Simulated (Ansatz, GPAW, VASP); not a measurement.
# BN: 4 runs at one level of theory

```
N B
1.0
     0.00000    1.81300    1.81300
     1.81300    0.00000    1.81300
     1.81300    1.81300    0.00000
N B
1 1
Cartesian
  0.9065 0.9065 0.9065
  0.0000 0.0000 0.0000
```

The cell is a database's computed one, not the measured one.

Alike in all runs: task single point; functional PBE; k mesh 13 × 13 × 13; occupations gaussian, width 0.024 eV; no spin polarisation; no spin-orbit coupling. Pressure is positive in compression and, in plane waves, holds the error of the finite cutoff, which Ansatz's Pulay term estimates and takes out.

```json
{"program and potentials": "Ansatz, Ansatz PAW", "plane-wave cutoff (eV)": "420", "notes": "Pulay term of +1.05 GPa included", "pressure (GPa)": "-0.40"}
{"program and potentials": "Ansatz, all-electron LAPW, scalar-relativistic", "plane-wave cutoff (eV)": "-", "notes": "-", "pressure (GPa)": "-0.41"}
{"program and potentials": "GPAW, GPAW PAW data sets (gpaw-data 1.2.1)", "plane-wave cutoff (eV)": "800", "notes": "-", "pressure (GPa)": "-1.60"}
{"program and potentials": "VASP, PBE PAW files B, N, 520 eV", "plane-wave cutoff (eV)": "520", "notes": "-", "pressure (GPa)": "-0.17"}
```

The pressure spans -1.60 (GPAW, GPAW PAW data sets (gpaw-data 1.2.1)) to -0.17 GPa (VASP, PBE PAW files B, N, 520 eV), with all-electron results at -0.41.

The functional is the same throughout but for its coding, so the spread measures potentials, basis and numerics; runs on potential files found faulty are left out.
